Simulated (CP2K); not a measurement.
Crystal: WC (Qusongite).

```
W C
1.0
     2.90650    0.00000    0.00000
    -1.45325    2.51710    0.00000
     0.00000    0.00000    2.83660
W C
1 1
Direct
  0.00000 0.00000 0.00000
  0.66667 0.33333 0.50000
```

Program: CP2K 2026.2. Alike in all runs: potentials or basis POTENTIAL_UZH W GTH-PBE-q14, C GTH-PBE-q4; TZVP-MOLOPT-PBE-GTH basis; no spin polarisation; cell as given; k mesh 10 × 10 × 9.

**Question.** Order these runs on this cell by their pressure, lowest first.
A. level PBE; smearing gaussian 0.029 eV
B. level RPBE; smearing fermi-dirac 0.05 eV; points a segment of the path (NPOINTS) 6; bands added on the path 4
C. level PBEsol; smearing fermi-dirac 0.05 eV; points a segment of the path (NPOINTS) 8; bands added on the path 4

**Answer.** C (-4.0 GPa), A (2.7 GPa), B (5.1 GPa).

Caveats: the basis of atomic orbitals isn't converged, which shifts pressures, moduli and gaps; the potentials were made for another functional, which shifts forces and pressure (some runs).
